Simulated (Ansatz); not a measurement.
# AgCl: the cost of one run

Program: Ansatz 0.2.0. Level of theory: plane waves, PAW. These are calculated values, not measurements.

3 further runs of the same task are left out: 3 that didn't finish.

### Step 1. The structure to begin with

Symmetry: P6_3/mmc, No. 194, hexagonal system. The conventional cell has a = 4.005 Å, b = 4.005 Å, c = 6.201 Å, α = 90.00°, β = 90.00°, γ = 120.00°. Ag (site symmetry -3m) has 6 Cl at 2.78 Å and 2 Ag at 3.10 Å as nearest neighbours. Around Cl (site symmetry -6m2) lie 6 Ag at 2.78 Å.

Structure file:

```
CELL_PARAMETERS angstrom
4.00486 0.00000 0.00000
-2.00243 3.46831 0.00000
0.00000 0.00000 6.20104
ATOMIC_POSITIONS crystal
Ag 0.00000 0.00000 0.00000
Ag 0.00000 0.00000 0.50000
Cl 0.33333 0.66667 0.25000
Cl 0.66667 0.33333 0.75000
```

Cell and atoms come from an earlier r2SCAN relaxation.

### Step 2. PBE, anion s p, 6×6×4

input.yaml reads:

```yaml
crystal:
  lattice:
    - [4.0048623957, 0.0, 0.0]
    - [-2.0024311978, 3.4683125733, 0.0]
    - [0.0, 0.0, 6.2010352789]
  atoms:
    - { symbol: Ag, position: [0.0, 0.0, 0.0] }
    - { symbol: Ag, position: [0.0, 0.0, 0.5] }
    - { symbol: Cl, position: [0.3333333333, 0.6666666667, 0.25] }
    - { symbol: Cl, position: [0.6666666667, 0.3333333333, 0.75] }
kpoints:
  mp_grid: { grid: [6, 6, 4] }
  band_path:
    path:
      - [[0.0, 0.0, 0.0], [0.5, -2.5921419803e-17, 0.0], [0.3333333333333, 0.3333333333333, 0.0], [0.0, 0.0, 0.0], [0.0, 0.0, 0.5], [0.5, -2.5921419803e-17, 0.5], [0.3333333333333, 0.3333333333333, 0.5], [0.0, 0.0, 0.5]]
      - [[0.5, -2.5921419803e-17, 0.5], [0.5, -2.5921419803e-17, 0.0]]
      - [[0.3333333333333, 0.3333333333333, 0.5], [0.3333333333333, 0.3333333333333, 0.0]]
    npoints: 10
hamiltonian:
  xc: pbe
scf:
  occupations: { method: fixed }
  n_extra_bands: 6
output:
  forces: false
  stress: false
  eigenvalues: true
  wannier:
    kmesh: [6, 6, 4]
    projections: [{ species: Cl, l: s, shell: 3 }, { species: Cl, l: p, shell: 3 }]
    minimise: true
    write_hr: true
    conv_tol: 1.0e-08
    max_iter: 3000
```

Command:

```console
$ ansatz run input.yaml --threads 4 --pin off --max-ram 3686MiB --backend cpu --events-out ev --progress --plain --runs-dir out
```

What time and memory should one allow on 4 threads of Arm Neoverse V2, shared host?

About 2.8 s, with a peak of 0.4 GiB.
